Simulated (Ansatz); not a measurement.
K:

```
K
1.0
    -2.69756    2.69756    2.69756
     2.69756   -2.69756    2.69756
     2.69756    2.69756   -2.69756
K
1
Direct
  0.00000 0.00000 0.00000
```

* Program: Ansatz 0.2.0
* Task: relaxation of cell and atoms
* Functional: revPBE
* Dispersion: D3(BJ)
* Potentials or basis: all-electron LAPW, scalar-relativistic
* Basis error allowed: 0.001 eV/atom
* k mesh: 7 × 7 × 7
* Occupations: fermi-dirac, width 0.05 eV
* Spin: no spin polarisation

At the start: volume 78.52 Å³/atom.

Problem. Where does the relaxation end?

Solution. Over 5 steps the energy falls by 8.8 meV/atom and the volume is 70.95 Å³/atom (-9.6 %); space group Im-3m (No. 229, to 0.05 Å).

The path:
| step | energy change (eV) | largest force (eV/Å) | volume (Å³) |
| --- | --- | --- | --- |
| 1 | 0.0000 | 0.0000 | 78.52 |
| 2 | -0.0017 | 0.0000 | 77.70 |
| 3 | -0.0086 | 0.0000 | 69.83 |
| 4 | -0.0088 | 0.0000 | 70.95 |
| 5 | -0.0088 | 0.0000 | 70.95 |

Final structure:
```
K
1.0
    -2.60792    2.60792    2.60792
     2.60792   -2.60792    2.60792
     2.60792    2.60792   -2.60792
K
1
Direct
  0.00000 0.00000 0.00000
```
